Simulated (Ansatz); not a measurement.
**CuO (CsCl type): one cell, many starting occupations (series 2)**

Task: map the metastable states of CuO (CsCl type) by varying the start. Cell and atoms stay fixed. The start comes from a prototype table, not from a measured structure.

Computed with Ansatz 0.2.0 (DFT LDA without U, plane waves, PAW, unless a step's input says otherwise).

## Step 1: The starting structure

It takes space group Pm-3m (No. 221, cubic). Conventional cell: a = 2.553 Å, b = 2.553 Å, c = 2.553 Å, α = 90.00°, β = 90.00°, γ = 90.00°. Around Cu (site symmetry m-3m) lie 8 O at 2.21 Å. O (site symmetry m-3m) is surrounded by 8 Cu at 2.21 Å.

As a file:

```
CELL_PARAMETERS angstrom
2.55255 0.00000 0.00000
0.00000 2.55255 0.00000
0.00000 0.00000 2.55255
ATOMIC_POSITIONS crystal
Cu 0.00000 0.00000 0.00000
O 0.50000 0.50000 0.50000
```

Magnetic order typed: ferromagnetic.

The runs: from atoms, default search; random orbitals: single harmonics, second filling; random orbitals: fully mixed, first filling; random orbitals: fully mixed, one electron fewer; random orbitals: drawn by pairs, first filling.

An earlier series on this cell reached its lowest free state from «random orbitals: single harmonics, first filling», perhaps among other starts (it ended without moments).

## Step 2: From atoms, default search

The input, input.yaml:

```yaml
crystal:
  lattice:
    - [2.55255061, 0.0, 0.0]
    - [0.0, 2.55255061, 0.0]
    - [0.0, 0.0, 2.55255061]
  atoms:
    - { symbol: Cu, position: [0.0, 0.0, 0.0], spin: 1.0 }
    - { symbol: O, position: [0.5, 0.5, 0.5] }
basis:
  ecutwfc: 420
  ecutrho_ratio: 4
kpoints:
  mp_grid: { grid: [7, 7, 7] }
hamiltonian:
  xc: lda
scf:
  occupations: { method: gaussian, width: 0.05 }
output:
  forces: true
  stress: true
  eigenvalues: true
  populations: true
  hubbard: { sites: [{ site: 0, l: d }] }
  write_density: true
  write_potential: true
  elf: true
  volumetric_format: npy
magnetization:
  spin_polarized: true
```

The run is started by

```
$ ansatz run input.yaml --threads 2 --pin off --max-ram 3072MiB --backend cpu --events-out ev --progress --plain --runs-dir out
```

What it wrote (excerpt; [...] marks lines left out):

```text
Warning: RAYON_NUM_THREADS=2 ignored (pool sized by the plan → 2); use --threads N
[...]
Pseudopotentials: kind: paw
Pseudopotential: Cu, paw, valence charge 19, recommended cutoff 420 eV (normal), Cu.paw.azcp
Pseudopotential: O, paw, valence charge 6, recommended cutoff 420 eV (normal), O.paw.azcp
Functional definition: SPW92
[...]
Crystal: 2 atoms, lattice volume = 16.631 Å³
Basis set: ecut = 420 eV, 341 PW (Γ)
Bands: 17, of which v1, the nominal top of the filled ones, is band 13 counted from 1 (12 counted from 0)
Symmetry: 48 space group operations
Space group: Pm-3m (ITA 221), of the structure as read, at distance tolerance 2.6e-5 Å
Magnetic group: BNS 221.92 (UNI 1594), of the structure as read, at distance tolerance 2.6e-5 Å
k-points: 20 of 343
[...]
Starting moments: Σ|m| = 1 μB on 1 of 2 sites
[...]
SCF iter   1: F=—  HF=-7108.314419 eV  |F-HF|=—  |Δ(HF+E_count)|=         —  Δρ=1.08e-1 (↑6.48e-2 ↓1.08e-1)  dr2=7.07e-1  dr2_m=9.70e-1  M=0.650 μB ∫|m|=0.663 μB  β_m=0.30  ethr=2.83e-3  ⟨swp⟩=1.0  Hψ=3893  notcnv=0
[...]
spin-set hold released at iteration 2 (site moments show no strong build): the magnetisation degrees of freedom join the quasi-Newton model from the next iteration; the mixer history was kept
[...]
SCF iter  11: F=-7108.447678 eV  HF=-7108.447678 eV  |F-HF|=9.92e-9  |Δ(HF+E_count)|=   3.87e-8  Δρ=6.49e-6 (↑2.55e-6 ↓6.49e-6)  dr2=7.83e-9  dr2_m=8.06e-10  M=0.965 μB ∫|m|=1.028 μB  ethr=4.00e-10  ⟨swp⟩=7.2  Hψ=3478  notcnv=0
[...]
Spin contamination: 0.0025 ħ² per cell (⟨S²⟩ above its minimum at these occupations)
Per-site moments (μB) at R_I (Å): [(0.47313722476846437, 0.9118616399910044), (0.5120549202055751, 0.9118616399910044)]
Free energy (F): -7108.447678 eV
[...]
E sigma→0 (E₀):  -7108.446982 eV
Entropy (-TS):   -0.001393 eV (-0.696 meV/atom)
Fermi energy:    15.209787 eV
[...]
--- Forces (eV/Å), atoms counted from 1 ---
  atom   1  Cu    -0.00000000     0.00000000    -0.00000000
  atom   2  O      0.00000000    -0.00000000     0.00000000
[...]
--- Stress (GPa, compression-positive) ---
        3.674239       0.000000       0.000000
        0.000000       3.674239       0.000000
        0.000000       0.000000       3.674239
  P = ⅓ Tr σ = 3.6742 GPa (36.742 kbar)
--- Band table (eV; the first three rows and the last of 40) ---
  k-point 0 ↑: bands = ["-96.4698", "-54.2639", "-54.2639", "-54.2639", "-5.0629", "11.3844", "11.3844", "12.6395", "12.6395", "12.6395", "13.2193", "13.2193", "13.2193", "16.2629", "31.2008", "31.2008", "35.6632"]
[...]
--- Löwdin populations: 2 sites ---
  site symbol       q [e]    m [muB]
     0     Cu     18.0429     0.3987
     1      O      6.8291     0.5722
  spilling = 0.005119 (of n_electrons = 25.000000)
--- Occupation matrices: 1 shell (Löwdin-built; ε = 2.00e-2, provisional) ---
  Cu0 d_3D: site group Oh (m-3m)
  Cu0 d_3D up     Tr n = 4.9702  λ = 0.994 0.994 0.994 0.995 0.995  [5× z2 0.20 (T2g 0.60) T2g(0.60)]
  Cu0 d_3D dn     Tr n = 4.5479  λ = 0.857 0.857 0.857 0.988 0.988  [3× xz 0.33 (T2g 1.00) T2g(1.00) | 2× z2 0.50 (Eg 1.00) Eg(1.00)]
  Tr n, λ and their labels are of the run-group-symmetrised matrices; stabiliser: 48 of 96 elements of G0×{1,Θ} (closed), max defect 3.2e-15 at τ = 4.2e-3
```

Run time: 0.73 s. Hardware: 2 threads of Arm Neoverse V2, shared host; peak memory 0.22 GiB.

Result: no gap, pressure 3.7 GPa, moments in spheres Cu 0.47; O 0.51 μB, largest force component 0.00 eV/Å, 48 symmetry operations imposed.

How the shells are filled (orbitals counted by the eigenvalues of the occupation matrices):

```tsv
shell	channel	electrons	over 0.8	0.2 to 0.8	under 0.2
Cu 3d (atom 1)	up	4.97	5	0	0
Cu 3d (atom 1)	down	4.55	5	0	0
```

Density in a lattice plane of the grid's cell (edges 2.55 and 2.55 Å, at 0.000 of the third edge), which holds Cu.

Ten even steps from '0' (0.19 e/Å³) to '9' (70.12 e/Å³):
```
765310000000000000001356
543210000000000000001234
221100000000000000000112
110000000000000000000001
000000000000000000000000
000000000000000000000000
000000000000000000000000
000000000000000000000000
000000000000000000000000
000000000000000000000000
000000000000000000000000
000000000000000000000000
000000000000000000000000
000000000000000000000000
000000000000000000000000
110000000000000000000001
221100000000000000000112
543210000000000000001234
765310000000000000001356
986421000000000000012468
```
Columns run along the first of these edges and rows up along the second, over one cell in 24 and 20 even steps from the bottom left corner. Atoms in the plane (fractional): Cu at (0.00, 0.00).

ELF in the same plane.

Values, 12 rows by 12 columns:
```
0.83 0.70 0.41 0.23 0.16 0.13 0.12 0.13 0.16 0.23 0.41 0.70
0.50 0.41 0.27 0.18 0.13 0.11 0.11 0.11 0.13 0.18 0.27 0.41
0.26 0.23 0.18 0.14 0.11 0.10 0.10 0.10 0.11 0.14 0.18 0.23
0.18 0.16 0.13 0.11 0.09 0.09 0.09 0.09 0.09 0.11 0.13 0.16
0.13 0.13 0.11 0.10 0.09 0.08 0.07 0.08 0.09 0.10 0.11 0.13
0.12 0.12 0.11 0.10 0.09 0.07 0.07 0.07 0.09 0.10 0.11 0.12
0.13 0.13 0.11 0.10 0.09 0.08 0.07 0.08 0.09 0.10 0.11 0.13
0.18 0.16 0.13 0.11 0.09 0.09 0.09 0.09 0.09 0.11 0.13 0.16
0.26 0.23 0.18 0.14 0.11 0.10 0.10 0.10 0.11 0.14 0.18 0.23
0.50 0.41 0.27 0.18 0.13 0.11 0.11 0.11 0.13 0.18 0.27 0.41
0.83 0.70 0.41 0.23 0.16 0.13 0.12 0.13 0.16 0.23 0.41 0.70
0.93 0.83 0.50 0.26 0.18 0.13 0.12 0.13 0.18 0.26 0.50 0.83
```
Columns run along the first of these edges and rows up along the second, over one cell in 12 and 12 even steps from the bottom left corner. Atoms in the plane (fractional): Cu at (0.00, 0.00).

Both are smooth fields of the valence electrons: close to the nuclei they are not physical.

Spin density (up less down) in a lattice plane of the grid's cell (edges 2.55 and 2.55 Å, at 0.000 of the third edge), which holds Cu.

Ten even steps from '0' (-0.01 e/Å³) to '9' (2.24 e/Å³):
```
765310000000000000001356
543210000000000000001234
211100000000000000000111
000000000000000000000000
000000000000000000000000
000000000000000000000000
000000000000000000000000
000000000000000000000000
000000000000000000000000
000000000000000000000000
000000000000000000000000
000000000000000000000000
000000000000000000000000
000000000000000000000000
000000000000000000000000
000000000000000000000000
211100000000000000000111
543210000000000000001234
765310000000000000001356
986310000000000000001368
```
Columns run along the first of these edges and rows up along the second, over one cell in 24 and 20 even steps from the bottom left corner. Atoms in the plane (fractional): Cu at (0.00, 0.00).

The highest ELF values outside the cores: 0.81 in the shell around O, 0.6 Å from O.

ELF in the plane through atom 1 (Cu) and two of its nearest O neighbours, 7.2 Å on a side, that atom in the middle and its first bond to the right.

Ten even steps from ' ' (0.08) to '@' (0.93):
```
%%%%++..  ....::..      ==##%%%%##--    ....::..  
--..                ..    ..--::..                
    ....      ::++####++::      ......      --**##
..--**++..  ..**%%####%%##..  ..==**==..  ::##%%##
..++@@##::  ..##%%====%%##..  ::##@@**..  ::%%##==
..::--::..    ==%%%%%%%%++..  ..::--::..  ..++%%%%
                ::====::..                    --++
    ..--****==..                  ..==****--      
    ++%%%%##%%**..  ..--==--..  ..**%%%%%%%%++    
  ..**%%==--####::  ::##@@##::  ::####--==%%**..  
    ++%%%%%%%%**..  ..--==--..  ..**%%##%%%%++    
      --****==..                  ..==****--..    
++--                    ..::====::                
%%%%++..  ..::--::..  ..++%%%%%%%%==    ..::--::..
==##%%::  ..**@@##::  ..##%%====%%##..  ::##@@++..
##%%##::  ..==**==..  ..##%%####%%**..  ..++**--..
##**--      ......      ::++####++::      ....    
                ..::--..    ..                ..--
  ..::....    --##%%%%##==      ..::....  ..++%%%%
```
Atoms in the plane (Å from the middle): O (-0.7, 2.1), Cu (1.5, 2.1), O (2.2, 0.0), Cu (-2.9, 2.1), O (-2.2, 0.0), Cu (0.0, 0.0), O (0.7, -2.1), Cu (2.9, -2.1), Cu (-1.5, -2.1).

## Step 3: Random orbitals: single harmonics, second filling

Edit input.yaml of step 2 so:

```diff
@@ -15,4 +15,25 @@
   xc: lda
+  hubbard:
+    sites:
+      - { site: 0, l: d, u_eff: 0.0, starting_ns: [{ spin: up, occupation_matrix: s0up }, { spin: down, occupation_matrix: s0down }] }
+    occupation_matrices:
+      s0up:
+        matrix:
+          - [0.97, 0.0, 0.0, 0.0, 0.0]
+          - [0.0, 0.97, 0.0, 0.0, 0.0]
+          - [0.0, 0.0, 0.97, 0.0, 0.0]
+          - [0.0, 0.0, 0.0, 0.97, 0.0]
+          - [0.0, 0.0, 0.0, 0.0, 0.97]
+      s0down:
+        matrix:
+          - [0.02, 0.0, 0.0, 0.0, 0.0]
+          - [0.0, 0.97, 0.0, 0.0, 0.0]
+          - [0.0, 0.0, 0.97, 0.0, 0.0]
+          - [0.0, 0.0, 0.0, 0.97, 0.0]
+          - [0.0, 0.0, 0.0, 0.0, 0.97]
+    ns_hold: { iters: 12 }
 scf:
   occupations: { method: gaussian, width: 0.05 }
+  lower_state_search: "off"
+  max_iter: 150
 output:
@@ -23,6 +44,2 @@
   hubbard: { sites: [{ site: 0, l: d }] }
-  write_density: true
-  write_potential: true
-  elf: true
-  volumetric_format: npy
 magnetization:
```

The typed matrices put 0.97 on the chosen orbitals and 0.02 on the others, and are held for 12 cycles.

The run is started by

```
$ ansatz run input.yaml --threads 2 --pin off --max-ram 3072MiB --backend cpu --events-out ev --progress --plain --runs-dir out
```

What it wrote (excerpt; [...] marks lines left out):

```text
Warning: crystal.symmetry: narrowed to the stabiliser of the occupation matrices — unitary ops 48 → 16; lowered by the specified shell (site 0, l: d); largest admitted image defect 8.9e-16, smallest excluded 7.1e-1 — at a splitting's scale: the group the occupation matrices' own texture admits
Warning: RAYON_NUM_THREADS=2 ignored (pool sized by the plan → 2); use --threads N
Cu: projections on atomic orbitals take those of the free atom [Ne] 3s2 3p6 3d10 4s1, of charge +0.00 (hamiltonian.pseudopotentials.projection_atoms); the dataset's partial waves leave at most 2.0e-6 of an orbital's norm unspanned inside its sphere
O: projections on atomic orbitals take those of the free atom [He] 2s2 2p4, of charge +0.00 (hamiltonian.pseudopotentials.projection_atoms); the dataset's partial waves leave at most 1.9e-8 of an orbital's norm unspanned inside its sphere
[...]
[... 4 set-up lines as earlier in the session ...]
[...]
Crystal: 2 atoms, lattice volume = 16.631 Å³
Basis set: ecut = 420 eV, 341 PW (Γ)
[...]
WARN: hamiltonian.hubbard: on 1 of 2 specified blocks the occupation matrix of this SCF's result fails the test of the specified filling. At site 0 ↓ (sites count from 0 in the list of atoms of the cell that this SCF solves) the least filled combination of the orbitals specified full has [...]
        0.000000       3.674789       0.000000
        0.000000       0.000000       3.674942
  P = ⅓ Tr σ = 3.6748 GPa (36.748 kbar)
--- Band table (eV; the first three rows and the last of 80) ---
  k-point 0 ↑: bands = ["-96.4699", "-54.2640", "-54.2640", "-54.2640", "-5.0629", "11.3843", "11.3844", "12.6395", "12.6395", "12.6395", "13.2192", "13.2193", "13.2193", "16.2629", "31.2008", "31.2008", "35.6631"]
[...]
Occupation matrices written to <dir>
--- Löwdin populations: 2 sites ---
  site symbol       q [e]    m [muB]
     0     Cu     18.0434     0.3985
     1      O      6.8286     0.5723
  spilling = 0.005120 (of n_electrons = 25.000000)
--- Occupation matrices: 1 shell (run DFT+U table (all-electron-ortho-atomic); ε = 2.00e-2, provisional) ---
  Cu0 d_3D: site group Oh (m-3m)
  Cu0 d_3D up     Tr n = 4.9701  λ = 0.994 0.994 0.994 0.995 0.995  [5× z2 0.20 (T2g 0.60) T2g(0.60)]
  Cu0 d_3D dn     Tr n = 4.5434  λ = 0.856 0.856 0.856 0.988 0.988  [3× xz 0.33 (T2g 1.00) T2g(1.00) | 2× z2 0.50 (Eg 1.00) Eg(1.00)]
  specified occupation → Cu0 d_3D up: matrix, ‖Δ‖_F = 0.0537, Tr Δ = -0.1201, displaced = 0.0600, d_λ = 0.0537; orbital distance = 0.0000
  specified occupation → Cu0 d_3D dn: matrix, ‖Δ‖_F = 0.9886, Tr Δ = -0.6434, displaced = 0.6650, d_λ = 0.8515; orbital distance = 1.1547
  Tr n, λ and their labels are of the run-group-symmetrised matrices; stabiliser: 48 of 96 elements of G0×{1,Θ} (closed), max defect 2.1e-6 at τ = 4.2e-3
```

Run time: 3.7 s. Hardware: 2 threads of Arm Neoverse V2, shared host; peak memory 0.26 GiB.

It ends with no gap, pressure 3.7 GPa, moments in spheres Cu 0.47; O 0.51 μB, largest force component 0.00 eV/Å, 16 symmetry operations imposed. The program reports that the typed filling wasn't kept.

How the shells are filled (orbitals counted by the eigenvalues of the occupation matrices):

```tsv
shell	channel	electrons	over 0.8	0.2 to 0.8	under 0.2
Cu 3d (atom 1)	up	4.97	5	0	0
Cu 3d (atom 1)	down	4.54	5	0	0
```

## Step 4: Random orbitals: fully mixed, first filling

Edit input.yaml of step 3 so:

```diff
@@ -28,7 +28,7 @@
         matrix:
-          - [0.02, 0.0, 0.0, 0.0, 0.0]
-          - [0.0, 0.97, 0.0, 0.0, 0.0]
-          - [0.0, 0.0, 0.97, 0.0, 0.0]
-          - [0.0, 0.0, 0.0, 0.97, 0.0]
-          - [0.0, 0.0, 0.0, 0.0, 0.97]
+          - [0.05331, 0.13096, 0.04677, -0.07483, 0.07483]
+          - [0.13096, 0.95129, -0.00668, 0.01069, -0.01069]
+          - [0.04677, -0.00668, 0.96761, 0.00382, -0.00382]
+          - [-0.07483, 0.01069, 0.00382, 0.96389, 0.00611]
+          - [0.07483, -0.01069, -0.00382, 0.00611, 0.96389]
     ns_hold: { iters: 12 }
```

The typed matrices put 0.97 on the chosen orbitals and 0.02 on the others, and are held for 12 cycles.

The run is started by

```
$ ansatz run input.yaml --threads 2 --pin off --max-ram 3072MiB --backend cpu --events-out ev --progress --plain --runs-dir out
```

What it wrote (excerpt; [...] marks lines left out):

```text
Warning: crystal.symmetry: narrowed to the stabiliser of the occupation matrices — unitary ops 48 → 2; lowered by the specified shell (site 0, l: d); largest admitted image defect 4.4e-16, smallest excluded 1.5e-1 — at a splitting's scale: the group the occupation matrices' own texture admits
Warning: RAYON_NUM_THREADS=2 ignored (pool sized by the plan → 2); use --threads N
Cu: projections on atomic orbitals take those of the free atom [Ne] 3s2 3p6 3d10 4s1, of charge +0.00 (hamiltonian.pseudopotentials.projection_atoms); the dataset's partial waves leave at most 2.0e-6 of an orbital's norm unspanned inside its sphere
O: projections on atomic orbitals take those of the free atom [He] 2s2 2p4, of charge +0.00 (hamiltonian.pseudopotentials.projection_atoms); the dataset's partial waves leave at most 1.9e-8 of an orbital's norm unspanned inside its sphere
[...]
[... 4 set-up lines as earlier in the session ...]
[...]
Crystal: 2 atoms, lattice volume = 16.631 Å³
Basis set: ecut = 420 eV, 341 PW (Γ)
[...]
WARN: hamiltonian.hubbard: on 1 of 2 specified blocks the occupation matrix of this SCF's result fails the test of the specified filling. At site 0 ↓ (sites count from 0 in the list of atoms of the cell that this SCF solves) the least filled combination of the orbitals specified full has [...]
        0.000043       3.674865       0.000004
       -0.000049       0.000004       3.674886
  P = ⅓ Tr σ = 3.6749 GPa (36.749 kbar)
--- Band table (eV; the first three rows and the last of 344) ---
  k-point 0 ↑: bands = ["-96.4698", "-54.2640", "-54.2640", "-54.2640", "-5.0629", "11.3844", "11.3844", "12.6395", "12.6395", "12.6395", "13.2193", "13.2193", "13.2193", "16.2629", "31.2008", "31.2008", "35.6632"]
[...]
Occupation matrices written to <dir>
--- Löwdin populations: 2 sites ---
  site symbol       q [e]    m [muB]
     0     Cu     18.0434     0.3985
     1      O      6.8286     0.5723
  spilling = 0.005120 (of n_electrons = 25.000000)
--- Occupation matrices: 1 shell (run DFT+U table (all-electron-ortho-atomic); ε = 2.00e-2, provisional) ---
  Cu0 d_3D: site group Oh (m-3m)
  Cu0 d_3D up     Tr n = 4.9701  λ = 0.994 0.994 0.994 0.995 0.995  [5× z2 0.20 (T2g 0.60) T2g(0.60)]
  Cu0 d_3D dn     Tr n = 4.5434  λ = 0.856 0.856 0.856 0.988 0.988  [3× xz 0.33 (T2g 1.00) T2g(1.00) | 2× z2 0.50 (Eg 1.00) Eg(1.00)]
  specified occupation → Cu0 d_3D up: matrix, ‖Δ‖_F = 0.0537, Tr Δ = -0.1201, displaced = 0.0600, d_λ = 0.0537; orbital distance = 0.0000
  specified occupation → Cu0 d_3D dn: matrix, ‖Δ‖_F = 0.9849, Tr Δ = -0.6434, displaced = 0.6617, d_λ = 0.8515; orbital distance = 1.1464
  Tr n, λ and their labels are of the run-group-symmetrised matrices; stabiliser: 48 of 96 elements of G0×{1,Θ} (closed), max defect 4.9e-6 at τ = 4.2e-3
```

Run time: 16 s. Hardware: 2 threads of Arm Neoverse V2, shared host; peak memory 0.34 GiB.

End state: no gap, pressure 3.7 GPa, moments in spheres Cu 0.47; O 0.51 μB, largest force component 0.00 eV/Å, 2 symmetry operations imposed. The program reports that the typed filling wasn't kept.

The shells' filling, with natural orbitals sorted by occupation:

```tsv
shell	channel	electrons	over 0.8	0.2 to 0.8	under 0.2
Cu 3d (atom 1)	up	4.97	5	0	0
Cu 3d (atom 1)	down	4.54	5	0	0
```

[end of part 1 of 2]
